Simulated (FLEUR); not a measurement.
Runs of FLEUR MaX-R8.1 (later development tree) on Sr. The structure is cubic, space group Fm-3m (No. 225). The conventional cell has a = 6.085 Å, b = 6.085 Å, c = 6.085 Å, α = 90.00°, β = 90.00°, γ = 90.00°. Sr (site symmetry m-3m) is surrounded by 12 Sr at 4.30 Å. 

```csv
task,level,spin,k mesh,smearing,gmax,lmax,max iterations,mixing factor,mixer,kmax,gap on the mesh (eV),V0 of scaled cells (Å³/atom),B0 (GPa)
equation of state,PBE,off,8 × 8 × 8,fermi-dirac 0.05 eV,12.7 1/bohr,Sr 11,-,-,-,4.1 1/bohr,-,(a),12
single point,PBE,off,8 × 8 × 8,fermi-dirac 0.05 eV,12.7 1/bohr,Sr 11,60,0.05,Anderson,4.1 1/bohr,none,-,-
single point,PBEsol,off,8 × 8 × 8,fermi-dirac 0.05 eV,12.7 1/bohr,Sr 10,60,0.05,Anderson,4.1 1/bohr,none,-,-
equation of state,SCAN,off,8 × 8 × 8,fermi-dirac 0.05 eV,12.7 1/bohr,Sr 11,-,-,-,4.1 1/bohr,-,56.05,12
```

Alike in all rows: potentials or basis all-electron, FLAPW; cell as given.

Question: Fill in the values left out.

Answer: (a) 54.69.

Caveats: the meta-GGA is that of a development version, with a GGA for the radial functions and cores and without core tails (some runs).

A k mesh can miss the band edges, and the runs leave out spin-orbit coupling on Sr.

A gap of «none» marks a metal or a gap under the smearing width.

Not every run made on this cell is shown here.
